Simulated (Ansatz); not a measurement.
Crystal: Hf.

```
Hf
1.0
     4.96233    0.00000    0.00000
    -2.48116    4.29750    0.00000
     0.00000    0.00000    3.08623
Hf
3
Direct
  0.00000 0.00000 0.00000
  0.33333 0.66667 0.50000
  0.66667 0.33333 0.50000
```

This isn't the form of Hf at room conditions, which is hcp.

Base run:

| Property | Result |
| --- | --- |
| Program | Ansatz 0.2.0 |
| Functional | PBEsol |
| Potentials or basis | all-electron LAPW, scalar-relativistic |
| Cutoff | 247 eV |
| Density cutoff | 989 eV |
| Basis error allowed | 0.002 eV/atom |
| k mesh | 6 × 6 × 9 |
| Occupations | fermi-dirac, width 0.05 eV |
| Spin | no spin polarisation |

Its results: pressure -2.7 GPa.

Problem. The run is repeated on the same cell with these changes: functional from PBEsol to LDA. What comes out?

Solution. Pressure -6.6 GPa.

LDA binds more tightly than PBEsol, so the same cell stands under less pressure.

Not every run made on this cell is shown here.
